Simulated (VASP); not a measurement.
BeTe:

```
CELL_PARAMETERS angstrom
0.00000 2.77000 2.77000
2.77000 0.00000 2.77000
2.77000 2.77000 0.00000
ATOMIC_POSITIONS crystal
Te 0.75000 0.75000 0.75000
Be 0.00000 0.00000 0.00000
```

Program: VASP 6.6.1. Alike in all runs: task band structure; spin SOC, no magnetisation; cell as given; k mesh 6 × 6 × 6; cutoff (eV) 520; smearing gaussian 0.02 eV. Hardware: 2 MPI ranks on Intel(R) Xeon(R) Platinum 8259CL CPU @ 2.50GHz (Skylake/Cascade Lake), with other jobs on the host.

Problem. Order these runs on this cell by their wall time, lowest first.
A. level r2SCAN; potentials or basis VASP PAW PBE potentials, release 64 (Te, Be)
B. level LDA; potentials or basis VASP PAW LDA potentials, release 64 (Te, Be)
C. level TB-mBJ; potentials or basis VASP PAW PBE potentials, release 64 (Te, Be)

Solution. B (100 s), C (210 s), A (510 s).

Runs at the PBE level aren't shown here.
